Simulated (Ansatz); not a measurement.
**AlNi: how the plane-wave cutoff moves the results**

Theory: DFT r2SCAN, scalar-relativistic, plane waves, PAW in Ansatz 0.2.0.

```
Al Ni
1.0
     1.93869   -1.95319    0.00000
     1.93869    1.95319    0.00000
     0.00000    0.00000    3.09943
Al Ni
1 1
Direct
  0.00000 0.00000 0.00000
  0.50000 0.50000 0.50000
```

```json
{"Γ-centred k-mesh": "16×16×14", "occupation rule": "Gaussian smearing, 0.1 eV", "spin treatment": "unpolarised", "valence charge of the PAW sets": "Al 3, Ni 18"}
```

The atoms are held and the plane-wave cutoff is swept. Energies are extrapolated to zero smearing and count from the reference run, 850 eV. The cell isn't necessarily relaxed at this level. Pressure is positive in compression and holds a correction for the finite cutoff (Pulay stress).

Times are rough; the reference took 76 s on 1 thread of Arm Neoverse V1, with other jobs on the host, peak memory 0.79 GiB.

```
cutoff (eV)  ΔE (meV/atom) P (GPa) plane waves at Γ  wall time (s)
        150          45769     7.06                91             10
        200           7668     7.05               155             13
        250           1242     1.35               211             12
        300            154     1.50               273             13
        350           14.6     0.70               353             21
        380           6.30     0.59               389             23
        460           2.60     0.55               527             28
        500           1.48     0.56               587             34
        520           1.14     0.57               643             37
        600           0.62     0.57               805             36
        700           0.42     0.58               973             53
        850           0.00     0.58              1319             76
```